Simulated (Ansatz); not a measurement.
All numbers below come from DFT PBE, scalar-relativistic, plane waves, PAW in Ansatz. Settings: cutoff 420 eV, Γ-centred meshes spaced at most about 0.3 Å⁻¹ (2π included), Gaussian smearing. No spin polarisation.

Temperature and zero-point effects are left out.

Compare these two cells of HfO2, each relaxed at this level.

A.

```
CELL_PARAMETERS angstrom
-2.00929 2.00929 5.32271
2.00929 -2.00929 5.32271
2.00929 2.00929 -5.32271
ATOMIC_POSITIONS crystal
Hf 0.00000 0.00000 0.00000
Hf 0.75000 0.25000 0.50000
O 0.79829 0.79829 0.00000
O 0.95171 0.45171 0.50000
O 0.54829 0.04829 0.50000
O 0.20171 0.20171 0.00000
```

B.

```
CELL_PARAMETERS angstrom
0.00000 2.54912 2.54912
2.54912 0.00000 2.54912
2.54912 2.54912 0.00000
ATOMIC_POSITIONS crystal
Hf 0.00000 0.00000 0.00000
O 0.25000 0.25000 0.25000
O 0.75000 0.75000 0.75000
```

Problem. Which is lower in energy, and by how much?

Solution. A is lower, by 94 meV/atom. A has the anatase type, space group I4_1/amd (No. 141), 14.3 Å³/atom and a gap of 4.43 eV on its mesh; B has the fluorite type, space group Fm-3m (No. 225), 11.0 Å³/atom and a gap of 3.75 eV. Counting O atoms around Hf (those within 1.25 times the shortest such distance or 1.15 times the sum of covalent radii), A has Hf 6 and B has Hf 8. The lower one is the more open, so pressure narrows the difference. Origin: A, invented; B, reached from a cell as deposited in COD. Shaken at random and relaxed again, B came back. The higher one, B, is the form on record in the Crystallography Open Database, so temperature, pressure or the functional's error must bridge the margin. Checks on B: imaginary modes on a 4×4×4 q mesh (to 230i cm⁻¹).

Spin–orbit coupling, which can matter for Hf, is left out. Kohn–Sham gaps at this level usually fall short of measured ones. Cells without such a test can be saddle points.

The anatase-type cell's advantage of 94 meV/atom probably reflects the poor fit of Hf⁴⁺ in fluorite's cubic cage. The ion is rather small for eight equidistant oxygens, so the bonds are stretched while the anions crowd one another; six neighbours allow shorter, stronger bonds at the cost of density. The imaginary modes of B fit this picture. Cubic hafnia is known to distort by a zone-boundary displacement of oxygen towards the tetragonal form, and a primitive cell cannot hold that pattern, which would explain why B survived random shaking. Its experimental existence at high temperature, or with stabilising dopants, is therefore compatible with its instability here.

Both gaps separate mainly O 2p from Hf 5d states, and the wider one in A probably reflects the changed ligand field and narrower bands of the open network. The ordering does not make anatase the ground state of HfO2: the ambient phase is monoclinic baddeleyite, with sevenfold Hf, which is absent from this comparison.
